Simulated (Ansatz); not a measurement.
B, DFT, PBE, all-electron LAPW, scalar-relativistic (Ansatz 0.2.0), run on 1 thread of AMD EPYC 7R43 64-Core Processor (Zen 3) on a shared host.

The structure comes from a relaxation in the same program, started in the bcc type. Whether it is a known phase or the ground state wasn't checked. The listed cell was then made from it by scaling, straining or moving an atom.

Command: `ansatz run input.yaml --threads 1 --pin off --max-ram 2048MiB --backend cpu --events-out ev --progress --plain --runs-dir out`

```yaml
crystal:
  lattice:
    - [-1.1460566302, 1.1460566302, 1.1460566302]
    - [1.1460566302, -1.1460566302, 1.1460566302]
    - [1.1460566302, 1.1460566302, -1.1460566302]
  atoms:
    - { symbol: B, position: [0.0, 0.0, 0.0] }
kpoints:
  mp_grid: { grid: [18, 18, 18] }
scf:
  occupations: { method: fermi_dirac, width: 0.08 }
hamiltonian:
  xc: pbe
  pseudopotentials: { kind: all_electron, lapw: { basis_error: 0.00025 } }
output:
  forces: true
  stress: true
  eigenvalues: true
```

Question: How large is the problem that the program sets up?

Answer: 195 irreducible k-points, 79 plane waves at Γ, 7 bands.

Question: About how long does it take?

Answer: 4.1 s of wall time for 4 SCF iterations. Times on shared machines scatter by tens of per cent.
